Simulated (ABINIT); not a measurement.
The system is SrO.

```
Sr O
1.0
     0.00000    2.56630    2.56630
     2.56630    0.00000    2.56630
     2.56630    2.56630    0.00000
Sr O
1 1
Direct
  0.50000 0.50000 0.50000
  0.00000 0.00000 0.00000
```

Base run:

- Program: ABINIT 10.8.3 (patched build)
- Functional: PW91
- Potentials or basis: JTH PAW PBE v2.0
- Cutoff: 626 eV
- k mesh: 9 × 9 × 9
- Occupations: fermi-dirac, width 0.05 eV
- Spin: no spin polarisation

Its results: band gap on the k mesh 3.38 eV, indirect (least direct gap 3.46 eV); pressure 2.5 GPa.

**Question.** The run is repeated on the same cell with these changes: functional from PW91 to revPBE. What comes out?

**Answer.** Band gap on the k mesh 3.46 eV, indirect (least direct gap 3.54 eV); pressure 5.3 GPa.

revPBE binds less tightly than PW91, so the same cell stands under more pressure.

Caveats: the PAW data sets were made with another functional, which shifts forces and pressure a little.

A k mesh can miss the band edges.

Not every run made on this cell is shown here.
